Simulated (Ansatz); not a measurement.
Write the native input for Ansatz 0.2.0 that does the following.

- Task: band structure
- Functional: LDA
- Potentials or basis: Ansatz PAW
- Cutoff: 420 eV (not typed: the program's choice for these potentials)
- k mesh: 7 × 7 × 7
- Occupations: fermi-dirac, width 0.05 eV
- Spin: no spin polarisation
- Path: [["G", "X", "W", "K", "G", "L", "U", "W", "L", "K"], ["U", "X"]]
- Points for each segment of the path: 14

Crystal: RbBr.

```
Rb Br
1.0
     0.00000    3.42700    3.42700
     3.42700    0.00000    3.42700
     3.42700    3.42700    0.00000
Rb Br
1 1
Direct
  0.00000 0.00000 0.00000
  0.50000 0.50000 0.50000
```

One way to write it, as run:

input.yaml

```yaml
crystal:
  lattice:
    - [0.0, 3.427, 3.427]
    - [3.427, 0.0, 3.427]
    - [3.427, 3.427, 0.0]
  atoms:
    - { symbol: Rb, position: [0.0, 0.0, 0.0] }
    - { symbol: Br, position: [0.5, 0.5, 0.5] }
hamiltonian:
  xc: lda
  pseudopotentials: { kind: paw }
kpoints:
  mp_grid: { grid: [7, 7, 7] }
  band_path:
    path:
      - [[0.0, 0.0, 0.0], [0.5, 0.0, 0.5], [0.5, 0.25, 0.75], [0.375, 0.375, 0.75], [0.0, 0.0, 0.0], [0.5, 0.5, 0.5], [0.625, 0.25, 0.625], [0.5, 0.25, 0.75], [0.5, 0.5, 0.5], [0.375, 0.375, 0.75]]
      - [[0.625, 0.25, 0.625], [0.5, 0.0, 0.5]]
    npoints: 14
scf:
  occupations: { method: fermi_dirac, width: 0.05 }
  n_extra_bands: 6
output:
  forces: true
  stress: true
  eigenvalues: true
  fatbands: true
  write_density: true
  write_potential: true
  elf: true
  volumetric_format: npy
```

Potentials or basis: Ansatz PAW.

Command:

```bash
$ ansatz run input.yaml --threads 2 --pin off --max-ram 5632MiB --backend cpu --events-out ev --progress --plain --runs-dir out
```

It gave:

| Property | Result |
| --- | --- |
| Pressure | -1.2 GPa |
| Band gap on the k mesh | 3.95 eV, direct |
| Band gap along the path | 3.95 eV, direct |

Caveat: the PAW data sets come from PBE, with cores solved anew for the run's functional, which leaves a small shift of forces and pressure.

It took 2 s on 2 threads of Intel(R) Xeon(R) 6975P-C (Granite Rapids), on a shared host, peak memory 0.4 GiB.
